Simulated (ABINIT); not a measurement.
Runs of ABINIT 10.8.3 (patched build) on ScAl3. The structure is cubic, space group Pm-3m (No. 221). The conventional cell has a = 4.088 Å, b = 4.088 Å, c = 4.088 Å, α = 90.00°, β = 90.00°, γ = 90.00°. Sc (site symmetry m-3m) has 12 Al at 2.89 Å as nearest neighbours. Around Al (site symmetry 4/mmm) lie 4 Sc at 2.89 Å and 8 Al at 2.89 Å. The cell is a database's computed one.

```tsv
task	level	potentials or basis	k mesh	cutoff (eV)	fine-grid cutoff	gap on the mesh (eV)	pressure (GPa)	V0 of scaled cells (Å³/atom)	B0 (GPa)
equation of state	HCTH407	JTH PAW PBE v2.0	7 × 7 × 7	408	816.342 eV	-	-	16.13	(b)
equation of state	revPBE+D3(BJ)	JTH PAW PBE v2.0	7 × 7 × 7	408	816.342 eV	-	-	(a)	(c)
band structure	PBEsol	JTH PAW PBE v2.0	7 × 7 × 7	408	816.342 eV	none	-1.0	-	-
equation of state	PBE+D3	JTH PAW PBE v2.0	7 × 7 × 7	408	816.342 eV	-	-	16.79	91
single point	LDA	JTH PAW LDA v2.0	9 × 9 × 9	544	1088.46 eV	none	-3.7	-	-
```

Alike in all rows: no spin polarisation; cell as given; smearing fermi-dirac 0.05 eV.

Fill in the values left out.

(a) 16.23; (b) 110; (c) 99.

Caveats: pressures at fixed basis lie under the slope of the energies (some runs); the PAW data sets were made with another functional, which shifts forces and pressure a little (some runs).

A gap of «none» marks a metal or a gap under the smearing width.
